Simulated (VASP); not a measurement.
# InP (F-43m) in VASP: further runs

The runs below take InP through relaxation of cell and atoms, with PBE.

All numbers are computed with VASP 6.6.1; they aren't measurements. Logs are shortened: lines on timing, memory, paths and dates and some standing lists are left out, and cuts for length are marked.

**1. The crystal as given**

Symmetry: F-43m, No. 216, cubic system. Conventional cell: a = 5.861 Å, b = 5.861 Å, c = 5.861 Å, α = 90.00°, β = 90.00°, γ = 90.00°. In (site symmetry -43m) is surrounded by 4 P at 2.54 Å. P (site symmetry -43m) is surrounded by 4 In at 2.54 Å.

**2. Relaxation of cell and atoms, PBE**

Input file INCAR:

```
PREC     = Accurate       # precision mode
ENCUT    = 520            # plane-wave cutoff, eV
EDIFF    = 1E-7           # SCF threshold, eV
ISMEAR   = 0              # smearing method
SIGMA    = 0.02           # smearing width, eV
LREAL    = False          # projectors in reciprocal space
LASPH    = True           # aspherical terms in the spheres
NELM     = 80             # most SCF steps
ALGO     = Fast           # electronic algorithm
ISIF     = 3              # what is computed and relaxed
LWAVE    = False          # write WAVECAR
LCHARG   = False          # write CHGCAR
GGA      = PE             # functional
IBRION   = 2              # ionic algorithm
NSW      = 80             # ionic steps
EDIFFG   = -0.002         # ionic threshold
```

Input file KPOINTS:

```
regular mesh
0
Gamma
  10 10 10
```

Input file POSCAR:

```
InP
1.0
    0.0000000000      2.9305000000      2.9305000000
    2.9305000000      0.0000000000      2.9305000000
    2.9305000000      2.9305000000      0.0000000000
In P
1 1
Direct
    0.0000000000      0.0000000000      0.0000000000
    0.2500000000      0.2500000000      0.2500000000
```

Potentials or basis: VASP PAW PBE potentials, release 64 (In_d, P).

Command:

```bash
> cat potpaw_PBE.64/In_d/POTCAR potpaw_PBE.64/P/POTCAR > POTCAR
> mpirun -np 1 vasp_std > vasp.out
```

OUTCAR:

```text
PREC = Accurate
   ENCUT = 520
   EDIFF = 1E-7
   ISMEAR = 0
   LREAL = False
   LASPH = True
   NELM = 80
   ISIF = 3
   GGA = PE
   IBRION = 2
   NSW = 80
   EDIFFG = -0.002

 ion  position               nearest neighbor table
   1  0.000  0.000  0.000-   2 2.54   2 2.54   2 2.54   2 2.54
   2  0.250  0.250  0.250-   1 2.54   1 2.54   1 2.54   1 2.54

  LATTYP: Found a face centered cubic cell.
 ALAT       =     5.8610000000

  Lattice vectors:

 A1 = (   0.0000000000,   2.9305000000,   2.9305000000)
 A2 = (   2.9305000000,   0.0000000000,   2.9305000000)
 A3 = (   2.9305000000,   2.9305000000,   0.0000000000)

Analysis of symmetry for initial positions (statically):
=====================================================================
 Subroutine PRICEL returns:
 Original cell was already a primitive cell.

 Routine SETGRP: Setting up the symmetry group for a
 face centered cubic supercell.

 Subroutine GETGRP returns: Found 24 space group operations
 (whereof 24 operations were pure point group operations)
 out of a pool of 48 trial point group operations.

The static configuration has the point symmetry T_d .

Analysis of symmetry for dynamics (positions and initial velocities):
=====================================================================
 Subroutine PRICEL returns:
 Original cell was already a primitive cell.

 Routine SETGRP: Setting up the symmetry group for a
 face centered cubic supercell.

 Subroutine GETGRP returns: Found 24 space group operations
 (whereof 24 operations were pure point group operations)
 out of a pool of 48 trial point group operations.

The dynamic configuration has the point symmetry T_d .

 Subroutine INISYM returns: Found 24 space group operations
 (whereof 24 operations are pure point group operations),
 and found     1 'primitive' translations

----------------------------------------------------------------------------------------

                                     Primitive cell

  volume of cell :      50.3333

  direct lattice vectors                    reciprocal lattice vectors
     0.000000000  2.930500000  2.930500000    -0.170619348  0.170619348  0.170619348
     2.930500000  0.000000000  2.930500000     0.170619348 -0.170619348  0.170619348
     2.930500000  2.930500000  0.000000000     0.170619348  0.170619348 -0.170619348

  length of vectors
     4.144352845  4.144352845  4.144352845     0.295521380  0.295521380  0.295521380

  position of ions in fractional coordinates (direct lattice)
     0.000000000  0.000000000  0.000000000
     0.250000000  0.250000000  0.250000000

  ion indices of the primitive-cell ions
   primitive index   ion index
                 1           1
                 2           2

----------------------------------------------------------------------------------------

 KPOINTS: regular mesh

Automatic generation of k-mesh.
 Grid dimensions read from file:
 generate k-points for:   10   10   10

 Generating k-lattice:

  Cartesian coordinates                     Fractional coordinates (reciprocal lattice)
    -0.017061935  0.017061935  0.017061935     0.100000000  0.000000000  0.000000000
     0.017061935 -0.017061935  0.017061935     0.000000000  0.100000000  0.000000000
     0.017061935  0.017061935 -0.017061935     0.000000000  0.000000000  0.100000000

  Length of vectors
     0.029552138  0.029552138  0.029552138

  Shift w.r.t. Gamma in fractional coordinates (k-lattice)
     0.000000000  0.000000000  0.000000000

 Subroutine IBZKPT returns following result:
 ===========================================

 Found     47 irreducible k-points:

 Following reciprocal coordinates:
            Coordinates               Weight
  0.000000  0.000000  0.000000      1.000000
  0.100000  0.000000  0.000000      8.000000
  0.200000  0.000000  0.000000      8.000000
  0.300000  0.000000  0.000000      8.000000
  0.400000  0.000000  0.000000      8.000000
  0.500000  0.000000  0.000000      4.000000
[... 16 lines left out ...]
  0.300000  0.300000  0.000000      6.000000
  0.400000  0.300000  0.000000     24.000000
 [... further k-points ...]
   k-points           NKPTS =     47   k-points in BZ     NKDIM =     47   number of bands    NBANDS=     13
   number of dos      NEDOS =    301   number of ions     NIONS =      2
   total plane-waves  NPLWV =  32768
   dimension x,y,z NGX =    32 NGY =   32 NGZ =   32
   dimension x,y,z NGXF=    64 NGYF=   64 NGZF=   64
   ions per type =               1   1
   NGX,Y,Z   is equivalent  to a cutoff of  12.84, 12.84, 12.84 a.u.
   NGXF,Y,Z  is equivalent  to a cutoff of  25.67, 25.67, 25.67 a.u.
 SYSTEM =  unknown system
   PREC   = accura    normal or accurate (medium, high low for compatibility)
   ISTART =      0    job   : 0-new  1-cont  2-samecut
   ICHARG =      2    charge: 1-file 2-atom 10-const
   ISPIN  =      1    spin polarized calculation?
   LNONCOLLINEAR =      F non collinear calculations
   LSORBIT =      F    spin-orbit coupling
   LASPH  =      T    aspherical Exc in radial PAW
   ENCUT  =  520.0 eV  38.22 Ry    6.18 a.u.   7.71  7.71  7.71*2*pi/ulx,y,z
   NELM   =     80;   NELMIN=  2; NELMDL= -5     # of ELM steps
   EDIFF  = 0.1E-06   stopping-criterion for ELM
   LREAL  =      F    real-space projection
   EDIFFG = -.2E-02   stopping-criterion for IOM
   NSW    =     80    number of steps for IOM
   IBRION =      2    ionic relax: 0-MD 1-quasi-New 2-CG
   NFREE  =      1    steps in history (QN), initial steepest desc. (CG)
   ISIF   =      3    stress and relaxation
   ISYM   =      2    0-nonsym 1-usesym 2-fastsym
   POTIM  = 0.5000    time-step for ionic-motion
   TEBEG  =    0.0;   TEEND  =   0.0 temperature during run
   PSTRESS=    0.0 pullay stress
   NELECT =      18.0000    total number of electrons
   NUPDOWN=      -1.0000    fix difference up-down
   EMIN   =  10.00;   EMAX   =-10.00  energy-range for DOS
   EFERMI =   0.00;   METHOD = LEGACY
   ISMEAR =     0;   SIGMA  =   0.02  broadening in eV -4-tet -1-fermi 0-gaus
   EFERMI_NEDOS =   21; number of points for ismear=-14 and -15
   IALGO  =     68    algorithm
   IMIX   =      4    mixing-type and parameters
     AMIX     =   0.40;   BMIX     =  1.00
     AMIX_MAG =   1.60;   BMIX_MAG =  1.00
  volume/ion in A,a.u.               =      25.17       169.83
  Fermi-wavevector in a.u.,A,eV,Ry     =   1.162021  2.195901 18.371846  1.350293
  Thomas-Fermi vector in A             =   2.298587
   LORBIT       =      0    0 simple, 1 ext, 2 COOP (PROOUT), +10 PAW based schemes
   GGA     = PE    functional components
   LHFCALC =     F    Hartree Fock is set to
   AEXX    =    0.0000 exact exchange contribution
   IVDW    =     0    specifies the selected vdW correction
   LEPSILON=     F    determine dielectric tensor
   LRPA    =     F    only Hartree local field effects (RPA)
 conjugate gradient relaxation of ions
 non-spin polarized calculation
 RMM-DIIS sequential band-by-band and
 Gauss-broadening in eV      SIGMA  =   0.02
  energy-cutoff  :      520.00
  volume of cell :       50.33
 maximum number of plane-waves:      1380
   NGX = 15   NGY = 15   NGZ = 15

--------------------------------------- Ionic step        1  -------------------------------------------

 number of electron      18.0000005 magnetization

 Free energy of the ion-electron system (eV)
  ---------------------------------------------------
  ext. energy  EPLUGINS =         0.00000000
  ---------------------------------------------------
  free energy    TOTEN  =        -8.38247498 eV

  energy without entropy =       -8.38247498  energy(sigma->0) =       -8.38247498

------------------------ aborting loop because EDIFF is reached ----------------------------------------

  FORCE on cell =-STRESS in cart. coord.  units (eV):
  Direction    XX          YY          ZZ          XY          YZ          ZX
  --------------------------------------------------------------------------------------
  -------------------------------------------------------------------------------------
  Total        1.0336344      1.0336344      1.0336344      0.0000000      0.0000000      0.0000000
  in kB       32.9020056     32.9020056     32.9020056      0.0000000      0.0000000      0.0000000
  external PRESSURE =      32.9020056 kB  Pullay stress =       0.0000000 kB

 VOLUME and BASIS-vectors are now :
 -----------------------------------------------------------------------------
  energy-cutoff  :      520.00
  volume of cell :       50.33
      direct lattice vectors                 reciprocal lattice vectors
     0.000000000  2.930500000  2.930500000    -0.170619348  0.170619348  0.170619348
     2.930500000  0.000000000  2.930500000     0.170619348 -0.170619348  0.170619348
     2.930500000  2.930500000  0.000000000     0.170619348  0.170619348 -0.170619348
[... 37 lines left out ...]
 POSITION                                       TOTAL-FORCE (eV/Angst)
 -----------------------------------------------------------------------------------
      6.00713      6.00713      6.00713        -0.000000     -0.000000     -0.000000
      1.50178      1.50178      1.50178         0.000000      0.000000      0.000000
 -----------------------------------------------------------------------------------
    total drift:                               -0.000000     -0.000000     -0.000000

  FREE ENERGIE OF THE ION-ELECTRON SYSTEM (eV)
  ---------------------------------------------------
  free  energy   TOTEN  =        -8.4014415799 eV

  energy  without entropy=       -8.4014415799  energy(sigma->0) =       -8.40144158

--------------------------------------- Ionic step        3  -------------------------------------------

 number of electron      18.0000005 magnetization

 Free energy of the ion-electron system (eV)
  ---------------------------------------------------
  ext. energy  EPLUGINS =         0.00000000
  ---------------------------------------------------
  free energy    TOTEN  =        -8.40729134 eV

  energy without entropy =       -8.40729134  energy(sigma->0) =       -8.40729134

 E-fermi :   4.7657     XC(G=0):  -9.0669

 val. band max:        4.6653692383   @ k =   0.0000   0.0000   0.0000
 cond. band min:       5.1095668261   @ k =   0.0000   0.0000   0.0000
 fundamental gap:      0.4441975878
 Fermi energy:         4.7656512729

 k-point     1 :       0.0000    0.0000    0.0000
  band No.  band energies     occupation
      1      -9.4305      2.00000
      2      -9.4305      2.00000
      3      -9.4305      2.00000
      4      -9.3015      2.00000
      5      -9.3015      2.00000
      6      -6.5268      2.00000
      7       4.6654      2.00000
      8       4.6654      2.00000
      9       4.6654      2.00000
     10       5.1096      0.00000
     11       8.7553      0.00000
     12       8.7553      0.00000
     13       8.7553      0.00000

 k-point     2 :       0.1000    0.0000    0.0000
  band No.  band energies     occupation
      1      -9.4404      2.00000
      2      -9.4263      2.00000
      3      -9.4263      2.00000
      4      -9.3015      2.00000
      5      -9.3015      2.00000
      6      -6.4208      2.00000
      7       3.4783      2.00000
      8       4.5516      2.00000
      9       4.5516      2.00000
     10       5.9635      0.00000
     11       8.7986      0.00000
[... 339 lines left out ...]
 k-point    24 :       0.4000    0.3000    0.0000
  band No.  band energies     occupation
      1      -9.5552      2.00000
      2      -9.3659      2.00000
      3      -9.3632      2.00000
      4      -9.3299      2.00000
      5      -9.2791      2.00000
      6      -4.9911      2.00000
      7       0.0519      2.00000
      8       2.6324      2.00000
      9       2.8805      2.00000
     10       6.9634      0.00000
     11       7.6508      0.00000
     12      11.3755      0.00000
     13      12.0123      0.00000

 [... further k-points ...]

------------------------ aborting loop because EDIFF is reached ----------------------------------------

  FORCE on cell =-STRESS in cart. coord.  units (eV):
  Direction    XX          YY          ZZ          XY          YZ          ZX
  --------------------------------------------------------------------------------------
  -------------------------------------------------------------------------------------
  Total        0.0013662      0.0013662      0.0013662      0.0000000      0.0000000      0.0000000
  in kB        0.0414036      0.0414036      0.0414036      0.0000000      0.0000000      0.0000000
  external PRESSURE =       0.0414036 kB  Pullay stress =       0.0000000 kB

 VOLUME and BASIS-vectors are now :
 -----------------------------------------------------------------------------
  energy-cutoff  :      520.00
  volume of cell :       52.87
      direct lattice vectors                 reciprocal lattice vectors
    -0.000000000  2.978885069  2.978885069    -0.167848033  0.167848033  0.167848033
     2.978885069 -0.000000000  2.978885069     0.167848033 -0.167848033  0.167848033
     2.978885069  2.978885069  0.000000000     0.167848033  0.167848033 -0.167848033

 POSITION                                       TOTAL-FORCE (eV/Angst)
 -----------------------------------------------------------------------------------
      0.00000      0.00000      0.00000        -0.000000      0.000000     -0.000000
      1.48944      1.48944      1.48944         0.000000     -0.000000      0.000000
 -----------------------------------------------------------------------------------
    total drift:                               -0.000000     -0.000000     -0.000000

  FREE ENERGIE OF THE ION-ELECTRON SYSTEM (eV)
  ---------------------------------------------------
  free  energy   TOTEN  =        -8.4072913361 eV

  energy  without entropy=       -8.4072913361  energy(sigma->0) =       -8.40729134

 reached required accuracy - stopping structural energy minimisation
```

It took 2 min on 1 thread of Intel Xeon Platinum 8259CL at 2.50GHz (Skylake/Cascade Lake), shared host; peak memory 0.2 GiB.

Results:

| Quantity | Value |
| --- | --- |
| Free energy | -8.4073 eV |
| Relaxed volume | 26.43 Å³/atom |
| Relaxed cell | a = 4.213 Å, b = 4.213 Å, c = 4.213 Å, α = 60.00°, β = 60.00°, γ = 60.00° |
| Space group after relaxing (to 0.05 Å) | F-43m (No. 216) |
| Energy gained by relaxing | 12.4 meV/atom |
| Ionic steps | 3 |
| Pressure after relaxing | 0.0 GPa |
| Band gap on the k mesh | 0.44 eV, direct |

The path:
| step | energy change (eV) | largest force (eV/Å) | pressure (GPa) | volume (Å³) |
| --- | --- | --- | --- | --- |
| 1 | 0.0000 | 0.0000 | 3.29 | 50.33 |
| 2 | -0.0190 | 0.0000 | -1.39 | 54.19 |
| 3 | -0.0248 | 0.0000 | 0.00 | 52.87 |

Final structure:
```xyz
2
Lattice="0.0000 2.9789 2.9789 2.9789 0.0000 2.9789 2.9789 2.9789 0.0000" Properties=species:S:1:pos:R:3 pbc="T T T"
In    0.0000    0.0000    0.0000
P     1.4894    1.4894    1.4894
```

Levels at points of the mesh, in eV from the valence-band top:
```csv
k point,band 5,band 6,band 7,band 8,band 9,band 10,band 11,band 12,band 13
"(0.00, 0.00, 0.00)",-13.97,-11.19,0.00,0.00,0.00,0.44,4.09,4.09,4.09
"(0.50, 0.00, 0.00)",-13.96,-9.63,-5.48,-0.90,-0.90,1.38,4.80,4.80,6.99
"(0.50, 0.50, 0.00)",-13.94,-9.03,-5.54,-2.16,-2.16,1.85,2.26,8.91,9.27
```

Caveat: spin-orbit coupling is left out, which moves the levels of the heavy elements. Zero-point motion and thermal expansion aren't in these numbers.

**3. Relaxation of cell and atoms, PBE**

This run uses another cell than the first one, of 26.43 Å³/atom, 1.050 times its volume.

INCAR is that of step 2.

KPOINTS is that of step 2.

Input file POSCAR:

```
InP                                     
1.0
   -0.0000000000      2.9788850686      2.9788850686
    2.9788850686     -0.0000000000      2.9788850686
    2.9788850686      2.9788850686      0.0000000000
  In              P             
     1     1
Direct
     0.0000000000000000    0.0000000000000000    0.0000000000000000
     0.2500000000000000    0.2500000000000000    0.2500000000000000
```

Potentials or basis: VASP PAW PBE potentials, release 64 (In_d, P).

Command:

```bash
> cat potpaw_PBE.64/In_d/POTCAR potpaw_PBE.64/P/POTCAR > POTCAR
> mpirun -np 1 vasp_std > vasp.out
```

Run time: 39 s. Hardware: 1 thread of Intel Xeon Platinum 8259CL at 2.50GHz (Skylake/Cascade Lake), shared host; peak memory 0.19 GiB.

Results (log left out):

```
Free energy             : -8.4080 eV
Pressure after relaxing : 0.0 GPa
Band gap on the k mesh  : 0.44 eV, direct
```

Final structure:
```cif
data_structure
_symmetry_space_group_name_H-M 'P 1'
_symmetry_Int_Tables_number 1
_cell_length_a 4.2128
_cell_length_b 4.2128
_cell_length_c 4.2128
_cell_angle_alpha 60.000
_cell_angle_beta 60.000
_cell_angle_gamma 60.000
_cell_volume 52.87
loop_
_atom_site_label
_atom_site_type_symbol
_atom_site_fract_x
_atom_site_fract_y
_atom_site_fract_z
_atom_site_occupancy
In1 In 0.00000 0.00000 0.00000 1
P1 P 0.25000 0.25000 0.25000 1
```

Levels at points of the mesh, in eV from the valence-band top:
```csv
k point,band 7,band 8,band 9,band 10,band 11,band 12
"(0.00, 0.00, 0.00)",0.00,0.00,0.00,0.44,4.09,4.09
"(0.50, 0.00, 0.00)",-5.48,-0.90,-0.90,1.38,4.80,4.80
"(0.50, 0.50, 0.00)",-5.54,-2.16,-2.16,1.85,2.26,8.92
```

Caveat: the relaxation stopped at its first step, so nothing moved; spin-orbit coupling is left out, which moves the levels of the heavy elements.
